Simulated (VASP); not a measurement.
# BaTe (Fm-3m) in VASP: single point with r2SCAN

Aim: the single point of BaTe with r2SCAN.

Program: VASP 6.6.1. These are calculated values, not measurements. Logs are shortened: lines on timing, memory, paths and dates and some standing lists are left out, and cuts for length are marked.

## 1. The crystal as given

It takes space group Fm-3m (No. 225, cubic). Conventional cell: a = 6.820 Å, b = 6.820 Å, c = 6.820 Å, α = 90.00°, β = 90.00°, γ = 90.00°. Ba (site symmetry m-3m) is surrounded by 6 Te at 3.41 Å. Te (site symmetry m-3m) is surrounded by 6 Ba at 3.41 Å.

## 2. Single point, r2SCAN

Contents of POSCAR:

```
BaTe
1.0
    0.0000000000      3.4100000000      3.4100000000
    3.4100000000      0.0000000000      3.4100000000
    3.4100000000      3.4100000000      0.0000000000
Ba Te
1 1
Direct
    0.0000000000      0.0000000000      0.0000000000
    0.5000000000      0.5000000000      0.5000000000
```

Contents of INCAR.step1:

```
PREC = Accurate
ENCUT = 520
ISMEAR = 0
SIGMA = 0.1
LREAL = False
LASPH = True
NELM = 60
NBANDS = 15
GGA = PE
ALGO = Normal
EDIFF = 1E-4
LWAVE = True
LCHARG = False
```

Contents of INCAR.step2:

```
PREC = Accurate
ENCUT = 520
EDIFF = 1E-7
ISMEAR = 0
SIGMA = 0.1
LREAL = False
LASPH = True
NELM = 60
ALGO = Normal
ISIF = 2
LWAVE = False
LCHARG = False
METAGGA = R2SCAN
LMIXTAU = True
NBANDS = 15
ISTART = 1
```

Contents of KPOINTS:

```
regular mesh
0
Gamma
  4 4 4
```

Potentials or basis: VASP PAW PBE potentials, release 64 (Ba_sv, Te).

On the command line:

```console
$ cat potpaw_PBE.64/Ba_sv/POTCAR potpaw_PBE.64/Te/POTCAR > POTCAR
$ cp INCAR.step1 INCAR
$ mpirun -np 1 vasp_std > vasp.out
$ cp INCAR.step2 INCAR
$ mpirun -np 1 vasp_std > vasp.out
```

OUTCAR:

```text
PREC = Accurate
   ENCUT = 520
   EDIFF = 1E-7
   ISMEAR = 0
   LREAL = False
   LASPH = True
   NELM = 60
   ISIF = 2
   METAGGA = R2SCAN
   ISTART = 1

 ion  position               nearest neighbor table
   1  0.000  0.000  0.000-   2 3.41   2 3.41   2 3.41   2 3.41   2 3.41   2 3.41
   2  0.500  0.500  0.500-   1 3.41   1 3.41   1 3.41   1 3.41   1 3.41   1 3.41

  LATTYP: Found a face centered cubic cell.
 ALAT       =     6.8200000000

  Lattice vectors:

 A1 = (   0.0000000000,   3.4100000000,   3.4100000000)
 A2 = (   3.4100000000,   0.0000000000,   3.4100000000)
 A3 = (   3.4100000000,   3.4100000000,   0.0000000000)

Analysis of symmetry for initial positions (statically):
=====================================================================
 Subroutine PRICEL returns:
 Original cell was already a primitive cell.

 Routine SETGRP: Setting up the symmetry group for a
 face centered cubic supercell.

 Subroutine GETGRP returns: Found 48 space group operations
 (whereof 48 operations were pure point group operations)
 out of a pool of 48 trial point group operations.

The static configuration has the point symmetry O_h .

Analysis of symmetry for dynamics (positions and initial velocities):
=====================================================================
 Subroutine PRICEL returns:
 Original cell was already a primitive cell.

 Routine SETGRP: Setting up the symmetry group for a
 face centered cubic supercell.

 Subroutine GETGRP returns: Found 48 space group operations
 (whereof 48 operations were pure point group operations)
 out of a pool of 48 trial point group operations.

The dynamic configuration has the point symmetry O_h .

 Subroutine INISYM returns: Found 48 space group operations
 (whereof 48 operations are pure point group operations),
 and found     1 'primitive' translations

----------------------------------------------------------------------------------------

                                     Primitive cell

  volume of cell :      79.3036

  direct lattice vectors                    reciprocal lattice vectors
     0.000000000  3.410000000  3.410000000    -0.146627566  0.146627566  0.146627566
     3.410000000  0.000000000  3.410000000     0.146627566 -0.146627566  0.146627566
     3.410000000  3.410000000  0.000000000     0.146627566  0.146627566 -0.146627566

  length of vectors
     4.822468248  4.822468248  4.822468248     0.253966394  0.253966394  0.253966394

  position of ions in fractional coordinates (direct lattice)
     0.000000000  0.000000000  0.000000000
     0.500000000  0.500000000  0.500000000

  ion indices of the primitive-cell ions
   primitive index   ion index
                 1           1
                 2           2

----------------------------------------------------------------------------------------

 KPOINTS: regular mesh

Automatic generation of k-mesh.
 Grid dimensions read from file:
 generate k-points for:    4    4    4

 Generating k-lattice:

  Cartesian coordinates                     Fractional coordinates (reciprocal lattice)
    -0.036656891  0.036656891  0.036656891     0.250000000  0.000000000  0.000000000
     0.036656891 -0.036656891  0.036656891     0.000000000  0.250000000  0.000000000
     0.036656891  0.036656891 -0.036656891     0.000000000  0.000000000  0.250000000

  Length of vectors
     0.063491599  0.063491599  0.063491599

  Shift w.r.t. Gamma in fractional coordinates (k-lattice)
     0.000000000  0.000000000  0.000000000

 Subroutine IBZKPT returns following result:
 ===========================================

 Found      8 irreducible k-points:

 Following reciprocal coordinates:
            Coordinates               Weight
  0.000000  0.000000  0.000000      1.000000
  0.250000  0.000000  0.000000      8.000000
  0.500000  0.000000  0.000000      4.000000
  0.250000  0.250000  0.000000      6.000000
  0.500000  0.250000  0.000000     24.000000
 -0.250000  0.250000  0.000000     12.000000
  0.500000  0.500000  0.000000      3.000000
 -0.250000  0.500000  0.250000      6.000000
   k-points           NKPTS =      8   k-points in BZ     NKDIM =      8   number of bands    NBANDS=     15
   number of dos      NEDOS =    301   number of ions     NIONS =      2
   total plane-waves  NPLWV =  46656
   dimension x,y,z NGX =    36 NGY =   36 NGZ =   36
   dimension x,y,z NGXF=    72 NGYF=   72 NGZF=   72
   ions per type =               1   1
   NGX,Y,Z   is equivalent  to a cutoff of  12.41, 12.41, 12.41 a.u.
   NGXF,Y,Z  is equivalent  to a cutoff of  24.82, 24.82, 24.82 a.u.
 SYSTEM =  unknown system
   PREC   = accura    normal or accurate (medium, high low for compatibility)
   ISTART =      1    job   : 0-new  1-cont  2-samecut
   ICHARG =      0    charge: 1-file 2-atom 10-const
   ISPIN  =      1    spin polarized calculation?
   LNONCOLLINEAR =      F non collinear calculations
   LSORBIT =      F    spin-orbit coupling
   LASPH  =      T    aspherical Exc in radial PAW
   ENCUT  =  520.0 eV  38.22 Ry    6.18 a.u.   8.97  8.97  8.97*2*pi/ulx,y,z
   NELM   =     60;   NELMIN=  2; NELMDL=  0     # of ELM steps
   EDIFF  = 0.1E-06   stopping-criterion for ELM
   LREAL  =      F    real-space projection
   EDIFFG = 0.1E-05   stopping-criterion for IOM
   NSW    =      0    number of steps for IOM
   IBRION =     -1    ionic relax: 0-MD 1-quasi-New 2-CG
   NFREE  =      0    steps in history (QN), initial steepest desc. (CG)
   ISIF   =      2    stress and relaxation
   ISYM   =      2    0-nonsym 1-usesym 2-fastsym
   POTIM  = 0.5000    time-step for ionic-motion
   TEBEG  =    0.0;   TEEND  =   0.0 temperature during run
   PSTRESS=    0.0 pullay stress
   NELECT =      16.0000    total number of electrons
   NUPDOWN=      -1.0000    fix difference up-down
   EMIN   =  10.00;   EMAX   =-10.00  energy-range for DOS
   EFERMI =   0.00;   METHOD = LEGACY
   ISMEAR =     0;   SIGMA  =   0.10  broadening in eV -4-tet -1-fermi 0-gaus
   EFERMI_NEDOS =   21; number of points for ismear=-14 and -15
   IALGO  =     38    algorithm
   IMIX   =      4    mixing-type and parameters
     AMIX     =   0.40;   BMIX     =  1.00
     AMIX_MAG =   1.60;   BMIX_MAG =  1.00
  volume/ion in A,a.u.               =      39.65       267.58
  Fermi-wavevector in a.u.,A,eV,Ry     =   0.960175  1.814468 12.543704  0.921936
  Thomas-Fermi vector in A             =   2.089436
   LORBIT       =      0    0 simple, 1 ext, 2 COOP (PROOUT), +10 PAW based schemes
   METAGGA = R2SCAN    functional components
   LHFCALC =     F    Hartree Fock is set to
   AEXX    =    0.0000 exact exchange contribution
   IVDW    =     0    specifies the selected vdW correction
   LEPSILON=     F    determine dielectric tensor
   LRPA    =     F    only Hartree local field effects (RPA)
 non-spin polarized calculation
 Gauss-broadening in eV      SIGMA  =   0.10
  energy-cutoff  :      520.00
  volume of cell :       79.30
 maximum number of plane-waves:      2148
   NGX = 17   NGY = 17   NGZ = 17

 number of electron      16.0000000 magnetization

 Free energy of the ion-electron system (eV)
  ---------------------------------------------------
  ext. energy  EPLUGINS =         0.00000000
  ---------------------------------------------------
  free energy    TOTEN  =       -55.89638915 eV

  energy without entropy =      -55.89638915  energy(sigma->0) =      -55.89638915

 E-fermi :   3.0268     XC(G=0):  -8.9636

 val. band max:        2.5953245459   @ k =   0.0000   0.0000   0.0000
 cond. band min:       4.2731419056   @ k =   0.5000   0.5000   0.0000
 fundamental gap:      1.6778173596
 Fermi energy:         3.0267694834

 k-point     1 :       0.0000    0.0000    0.0000
  band No.  band energies     occupation
      1     -25.0298      2.00000
      2      -9.7797      2.00000
      3      -9.7797      2.00000
      4      -9.7797      2.00000
      5      -7.4076      2.00000
      6       2.5953      2.00000
      7       2.5953      2.00000
      8       2.5953      2.00000
      9       5.8671      0.00000
     10       5.8671      0.00000
     11       5.8671      0.00000
     12       6.5322      0.00000
     13       6.6340      0.00000
     14       6.6340      0.00000
     15      10.1072      0.00000

 k-point     2 :       0.2500    0.0000    0.0000
  band No.  band energies     occupation
      1     -25.0189      2.00000
      2     -10.1354      2.00000
      3      -9.7852      2.00000
      4      -9.7852      2.00000
      5      -6.8619      2.00000
      6       1.1348      2.00000
      7       1.8221      2.00000
      8       1.8221      2.00000
      9       6.1493      0.00000
     10       6.6831      0.00000
     11       6.6831      0.00000
     12       8.4027      0.00000
     13       8.4027      0.00000
     14       8.4624      0.00000
     15      11.7538      0.00000

 k-point     3 :       0.5000    0.0000    0.0000
  band No.  band energies     occupation
      1     -25.0080      2.00000
      2     -10.4076      2.00000
      3      -9.7906      2.00000
      4      -9.7906      2.00000
      5      -6.3696      2.00000
      6       0.1457      2.00000
      7       1.2968      2.00000
      8       1.2968      2.00000
      9       7.3501      0.00000
     10       8.0487      0.00000
     11       8.1611      0.00000
     12       8.1611      0.00000
     13      10.2632      0.00000
     14      10.2632      0.00000
     15      11.2112      0.00000

 k-point     4 :       0.2500    0.2500    0.0000
  band No.  band energies     occupation
      1     -25.0153      2.00000
      2     -10.0534      2.00000
      3      -9.8377      2.00000
      4      -9.8377      2.00000
      5      -6.9659      2.00000
      6       0.9256      2.00000
      7       2.2678      2.00000
      8       2.2678      2.00000
      9       4.8944      0.00000
     10       7.0758      0.00000
     11       7.2736      0.00000
     12       7.7509      0.00000
     13       7.7509      0.00000
     14      10.8863      0.00000
     15      12.4008      0.00000

 k-point     5 :       0.5000    0.2500    0.0000
  band No.  band energies     occupation
      1     -25.0044      2.00000
      2     -10.2085      2.00000
      3      -9.8994      2.00000
      4      -9.8441      2.00000
      5      -6.7579      2.00000
      6       0.8752      2.00000
      7       1.4996      2.00000
      8       1.7142      2.00000
      9       5.5958      0.00000
     10       8.3016      0.00000
     11       8.5319      0.00000
     12       8.8355      0.00000
     13       8.9259      0.00000
     14       9.9898      0.00000
     15      10.9619      0.00000

 k-point     6 :      -0.2500    0.2500    0.0000
  band No.  band energies     occupation
      1     -25.0080      2.00000
      2     -10.2336      2.00000
      3      -9.9109      2.00000
      4      -9.7917      2.00000
      5      -6.6297      2.00000
      6       0.5738      2.00000
      7       1.3815      2.00000
      8       1.7677      2.00000
      9       6.8789      0.00000
     10       7.1668      0.00000
     11       7.6128      0.00000
     12       8.0333      0.00000
     13       9.1466      0.00000
     14      11.1678      0.00000
     15      11.9698      0.00000

 k-point     7 :       0.5000    0.5000    0.0000
  band No.  band energies     occupation
      1     -25.0009      2.00000
      2     -10.0712      2.00000
      3      -9.8963      2.00000
      4      -9.8963      2.00000
      5      -7.1725      2.00000
      6       1.4346      2.00000
      7       2.2121      2.00000
      8       2.2121      2.00000
      9       4.2731      0.00000
     10       7.6472      0.00000
     11       8.3263      0.00000
     12       9.1241      0.00000
     13       9.1241      0.00000
     14       9.1964      0.00000
     15      11.4514      0.00000

 k-point     8 :      -0.2500    0.5000    0.2500
  band No.  band energies     occupation
      1     -25.0008      2.00000
      2     -10.0142      2.00000
      3      -9.9842      2.00000
      4      -9.9842      2.00000
      5      -6.8584      2.00000
      6       1.1679      2.00000
      7       1.6096      2.00000
      8       1.6096      2.00000
      9       6.5359      0.00000
     10       6.5359      0.00000
     11       8.2572      0.00000
     12       8.6536      0.00000
     13       9.1411      0.00000
     14      12.0251      0.00000
     15      12.1554      0.00000

------------------------ aborting loop because EDIFF is reached ----------------------------------------

  FORCE on cell =-STRESS in cart. coord.  units (eV):
  Direction    XX          YY          ZZ          XY          YZ          ZX
  --------------------------------------------------------------------------------------
  -------------------------------------------------------------------------------------
  Total        2.2719499      2.2719499      2.2719499     -0.0000000     -0.0000000      0.0000000
  in kB       45.9003715     45.9003715     45.9003715     -0.0000000     -0.0000000      0.0000000
  external PRESSURE =      45.9003715 kB  Pullay stress =       0.0000000 kB

 VOLUME and BASIS-vectors are now :
 -----------------------------------------------------------------------------
  energy-cutoff  :      520.00
  volume of cell :       79.30
      direct lattice vectors                 reciprocal lattice vectors
     0.000000000  3.410000000  3.410000000    -0.146627566  0.146627566  0.146627566
     3.410000000  0.000000000  3.410000000     0.146627566 -0.146627566  0.146627566
     3.410000000  3.410000000  0.000000000     0.146627566  0.146627566 -0.146627566

 POSITION                                       TOTAL-FORCE (eV/Angst)
 -----------------------------------------------------------------------------------
      0.00000      0.00000      0.00000         0.000000      0.000000      0.000000
      3.41000      3.41000      3.41000        -0.000000     -0.000000     -0.000000
 -----------------------------------------------------------------------------------
    total drift:                                0.000000      0.000000      0.000000

  FREE ENERGIE OF THE ION-ELECTRON SYSTEM (eV)
  ---------------------------------------------------
  free  energy   TOTEN  =       -55.8963891544 eV

  energy  without entropy=      -55.8963891544  energy(sigma->0) =      -55.89638915
```

Run time: 27 s. Hardware: 1 thread of Intel Xeon 6975P-C (Granite Rapids), shared host; peak memory 0.21 GiB.

Results:

```
Free energy            : -55.8964 eV
Pressure               : 4.6 GPa
Band gap on the k mesh : 1.68 eV, indirect (least direct gap 2.06 eV)
```

Caveat: the PAW data sets were made with another functional, which shifts forces and pressure a little; spin-orbit coupling is left out, which moves the levels of the heavy elements.
